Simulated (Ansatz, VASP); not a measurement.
## CdS in VASP and in Ansatz

```xyz
2
Lattice="0.0000 2.9200 2.9200 2.9200 0.0000 2.9200 2.9200 2.9200 0.0000" Properties=species:S:1:pos:R:3 pbc="T T T"
Cd    0.0000    0.0000    0.0000
S     1.4600    1.4600    1.4600
```

The cell was built by a generator and needn't be a form met in nature.

Alike in both runs: task single point; functional PBE; k mesh 6 × 6 × 6; occupations gaussian, width 0.1 eV; no spin polarisation.

|  | VASP | Ansatz |
| --- | --- | --- |
| version | VASP 6.6.1 | Ansatz 0.2.0 |
| potentials or method | VASP PAW PBE potentials, release 64 (Cd, S) | scalar-relativistic, plane waves, PAW |
| plane-wave cutoff (eV) | 520 | 420 |
| valence electrons in the cell | 18 | 26 |

```csv
,VASP,Ansatz,Ansatz less VASP
gap on the k mesh at the Fermi level (eV),1.14,1.14,-0.005
least direct gap on the mesh (eV),1.14,1.14,-0.005
pressure (GPa),3.0,2.6,-0.34
```

The functional is the same, so the differences come from potentials, cutoffs and numerics. The two sets of potentials don't hold the same shells in valence.

As with any semilocal functional, this PBE gap is likely too small.
